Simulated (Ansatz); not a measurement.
The cell is COD entry 1510711, as deposited and not checked against the literature; nothing was relaxed. The listed cell was then made from it by scaling, straining or moving an atom.

HfB₂: DFT, PBE, all-electron PAW with datasets made for the crystal, scalar-relativistic (Ansatz 0.2.0). What sets it apart from a plain run of this crystal: equal xx and yy strain of -1 %.

Command: `ansatz run input.yaml --threads 1 --pin off --max-ram 6144MiB --backend cpu --events-out ev --progress --plain --runs-dir out` The run took 15 s on 1 thread of Intel(R) Xeon(R) 6975P-C (Granite Rapids) (shared host), peak memory 0.7 GiB.

```yaml
crystal:
  lattice:
    - [3.1086000995, 0.0, 0.0]
    - [-1.5543000498, 2.6921266564, 0.0]
    - [0.0, 0.0, 3.48]
  atoms:
    - { symbol: Hf, position: [0.0, 0.0, 0.0] }
    - { symbol: B, position: [0.3333333333, 0.6666666667, 0.5] }
    - { symbol: B, position: [0.6666666667, 0.3333333333, 0.5] }
kpoints:
  mp_grid: { grid: [13, 13, 11] }
scf:
  occupations: { method: fermi_dirac, width: 0.05 }
hamiltonian:
  xc: pbe
  pseudopotentials: { kind: all_electron, datasets: crystal }
output:
  forces: true
  stress: true
  eigenvalues: true
  efg: { contact_densities: true }
```

Output (standing set-up lines are left out):

```
hamiltonian.pseudopotentials.datasets: crystal makes datasets for this crystal and solves the spheres of its atoms anew in each pass: cutoff 400.0 eV, the density's 1600.0 eV; for an error of 0.50 meV an atom under PBE, 1.5 meV for the cell; an energy difference from a run of another recipe may be off by several times the error for the cell, under r2SCAN by more, where some 0.1 meV an atom stays at smaller errors; B in spheres of 0.894 Å, 3 of its electrons in bands; Hf in spheres of 1.376 Å, 26 of its electrons in bands
Crystal: 3 atoms, lattice volume = 29.123 Å³
Basis set: ecut = 400 eV, 539 PW (Γ), exchange–correlation on 48×48×48 points (8 copies of the dense FFT grid, shifted against one another)
PAW one-centre angular grid: B, 110 points (default); XC on its mesh's 1939 points in the sphere
iter 1 solved again at ethr=1.39e-2 eV; its pass at ethr=1.00e-1 eV (dr2=4.44e0 eV) is discarded
SCF iter   1: F=—  HF=-411606.779319 eV  |F-HF|=—  |Δ(HF+E_count)|=         —  Δρ=8.77e-2  dr2=4.29e0  ethr=1.39e-2  ⟨swp⟩=2.1  Hψ=12811  notcnv=0
preconditioner: auto → none  [metal: Δε(μ)=0.084 eV  Ē_g=16.763 eV  σ=0.050 eV  W_gap=0.38  n_scr=8 (ndim 8)  ℏωp=37.7 eV  f_vac=0.000  D(μ)=0.40/eV (n_scr^D=0)  sad-step TF]
SCF iter   2: F=—  HF=-411606.083968 eV  |F-HF|=—  |Δ(HF+E_count)|=   6.95e-1  Δρ=5.15e-2  dr2=1.50e0  ethr=1.34e-2  ⟨swp⟩=3.0  Hψ=5360  notcnv=0  defer=5
SCF iter   3: F=—  HF=-411605.766631 eV  |F-HF|=—  |Δ(HF+E_count)|=   3.17e-1  Δρ=2.15e-2  dr2=2.76e-1  ethr=4.70e-3  ⟨swp⟩=4.2  Hψ=6540  notcnv=0  defer=6
iter 4 solved again at ethr=3.95e-5 eV; its pass at ethr=8.64e-4 eV (dr2=1.26e-2 eV) is discarded
SCF iter   4: F=—  HF=-411605.618811 eV  |F-HF|=—  |Δ(HF+E_count)|=   1.48e-1  Δρ=6.92e-3  dr2=1.23e-2  ethr=3.95e-5  ⟨swp⟩=2.1  Hψ=11968  notcnv=0  defer=5
SCF iter   5: F=—  HF=-411605.632218 eV  |F-HF|=—  |Δ(HF+E_count)|=   1.34e-2  Δρ=1.82e-3  dr2=1.23e-3  ethr=3.84e-5  ⟨swp⟩=3.1  Hψ=5986  notcnv=0  defer=3
SCF iter   6: F=—  HF=-411605.631938 eV  |F-HF|=—  |Δ(HF+E_count)|=   2.80e-4  Δρ=1.32e-3  dr2=1.02e-3  ethr=3.84e-6  ⟨swp⟩=3.3  Hψ=6840  notcnv=0
SCF iter   7: F=—  HF=-411605.631696 eV  |F-HF|=—  |Δ(HF+E_count)|=   2.42e-4  Δρ=2.61e-4  dr2=4.64e-5  ethr=3.20e-6  ⟨swp⟩=3.0  Hψ=6489  notcnv=0
SCF iter   8: F=—  HF=-411605.631626 eV  |F-HF|=—  |Δ(HF+E_count)|=   7.06e-5  Δρ=4.24e-5  dr2=3.54e-7  ethr=1.45e-7  ⟨swp⟩=3.0  Hψ=6343  notcnv=0  defer=1
SCF iter   9: F=-411605.631626 eV  HF=-411605.631626 eV  |F-HF|=5.41e-9  |Δ(HF+E_count)|=   4.05e-7  Δρ=3.32e-6  dr2=3.14e-9  ethr=1.11e-9  ⟨swp⟩=3.0  Hψ=5452  notcnv=0
SCF 1 converged in 9 iterations: F = -411605.631626 eV  dr2 = 3.14e-9
  Residual-converged pass: ⟨swp⟩=3.3  Hψ=5156  notcnv=0  max |occ|·‖R‖ = 6.4e-6 eV (tolerance 6.5e-6 eV)  dr2=3.39e-9  dr2_onsite=1.85e-8  max |Δocc| = 1.2e-9
  greatest PAW one-centre occupation: 1.000 electrons in one spin orbital (limit 2), on the Hf atom at site 0 (counted from 0), in its partial waves of l = 3
SCF converged after 9 iterations
Free energy (F): -411605.631626 eV
Harris-Foulkes:  -411605.631626 eV  (|F-HF|=5.41e-9)
Internal energy: -411605.630072 eV  (E = F + TS)
E sigma→0 (E₀):  -411605.630849 eV
Entropy (-TS):   -0.001554 eV (-0.518 meV/atom)
Past the cutoff: the bands carry plane waves up to 1.75 times it, of which those up to 1.5 times it add -0.000318 eV an atom, each by itself; the spheres take 0.000182 eV an atom off the energy for waves past 1.75 times it
By the cutoff:   a pressure is off by up to 0.008 GPa (1.2 times the spheres' own share and the shells' term, over an atom's volume, and 0.004 GPa: a bound that held against runs at twice the plane waves)
Past the cutoffs: a stress includes 0.0016 GPa for waves and charges beyond them, in addition to the slope of what the spheres take
In the spheres:  the bands' charges fall short by 2.9e-6 e at most (sound up to 1e-3)
Fermi energy:    21.405541 eV
--- Per-component energies (eV) ---
  The terms above E_closure are by the made datasets' own strengths, without shells solved beside the bands.
--- Forces (eV/Å), atoms counted from 1 ---
  atom   1  Hf     0.00000000     0.00000000     0.00000000
  atom   2  B      0.00000000    -0.00000000     0.00000000
  atom   3  B      0.00000000     0.00000000     0.00000000
  max |Σ_I F_I| component: 3.70e-17 eV/Å
--- Stress (GPa, compression-positive) ---
        8.415335      -0.000000       0.000000
        0.000000       8.415335       0.000000
        0.000000       0.000000       4.117526
  P = ⅓ Tr σ = 6.9827 GPa (69.827 kbar)
--- PAW observables at the nuclei: V_zz in 10²¹ V/m², potentials from the cell's mean, atoms counted from 1 ---
  atom   1  Hf V_zz =   +11.404009   η = 0.0000   by run symmetry: allowed
            electrostatic potential = -14184.830745 V   contact ρ = 7525148.977907 e/Å³
  atom   2  B  V_zz =    +0.122300   η = 0.0000   by run symmetry: allowed
            electrostatic potential = -336.788673 V   contact ρ = 486.036064 e/Å³
  atom   3  B  V_zz =    +0.122300   η = 0.0000   by run symmetry: allowed
            electrostatic potential = -336.788673 V   contact ρ = 486.036064 e/Å³
--- Band table (eV; the first three rows and the last of 126) ---
  k-point 0: bands = ["-40.4063", "-9.2934", "-8.7676", "-8.7676", "7.4560", "9.6280", "9.6429", "9.6644", "9.6644", "9.6652", "9.6652", "9.7624", "18.2123", "18.4418", "18.4418", "18.5074", "25.4384", "25.4384"]
  k-point 1: bands = ["-40.4058", "-9.3166", "-8.7660", "-8.7660", "7.5887", "9.6267", "9.6429", "9.6634", "9.6634", "9.6661", "9.6661", "9.7624", "17.1898", "18.5272", "18.5272", "19.4850", "24.5327", "24.5327"]
  k-point 2: bands = ["-40.4042", "-9.3781", "-8.7616", "-8.7616", "7.9704", "9.6239", "9.6428", "9.6586", "9.6586", "9.6708", "9.6708", "9.7624", "16.0003", "18.7787", "18.7787", "20.5703", "23.4697", "23.4697"]
  k-point 125: bands = ["-40.3374", "-9.3682", "-9.3557", "-9.2466", "9.6326", "9.6414", "9.6560", "9.6614", "9.6617", "9.6756", "9.7335", "11.8009", "12.5737", "15.7179", "18.1152", "18.1388", "25.8289", "27.0147"]
```
